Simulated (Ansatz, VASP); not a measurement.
**One calculation of W, 3 ways**

The starting cell:

```
CELL_PARAMETERS angstrom
-1.58234 1.58234 1.58234
1.58234 -1.58234 1.58234
1.58234 1.58234 -1.58234
ATOMIC_POSITIONS crystal
W 0.00000 0.00000 0.00000
```

Alike in all runs: task relaxation of cell and atoms; functional PBEsol; dispersion D3(BJ); k mesh 12 × 12 × 12; occupations fermi-dirac, width 0.05 eV; no spin polarisation; no spin-orbit coupling.

```json
{"program and potentials": "Ansatz, Ansatz PAW", "plane-wave cutoff (eV)": "420", "notes": "potentials made for PBE, which Ansatz adapts in part", "equilibrium volume (Å³/atom)": "15.32"}
{"program and potentials": "Ansatz, all-electron LAPW, scalar-relativistic", "plane-wave cutoff (eV)": "-", "notes": "-", "equilibrium volume (Å³/atom)": "15.32"}
{"program and potentials": "VASP, PBE PAW files W_sv, 600 eV", "plane-wave cutoff (eV)": "600", "notes": "potentials made for PBE", "equilibrium volume (Å³/atom)": "15.36"}
```

The equilibrium volume spans 15.32 (Ansatz, Ansatz PAW) to 15.36 Å³/atom (VASP, PBE PAW files W_sv, 600 eV), with all-electron results at 15.32. Relaxations stop with a little pressure left, so the last digit of a volume isn't settled.

Differences between rows come from potentials, basis sets and numerical settings, since the functional is the same but for its coding. Runs on potential files found faulty are left out.
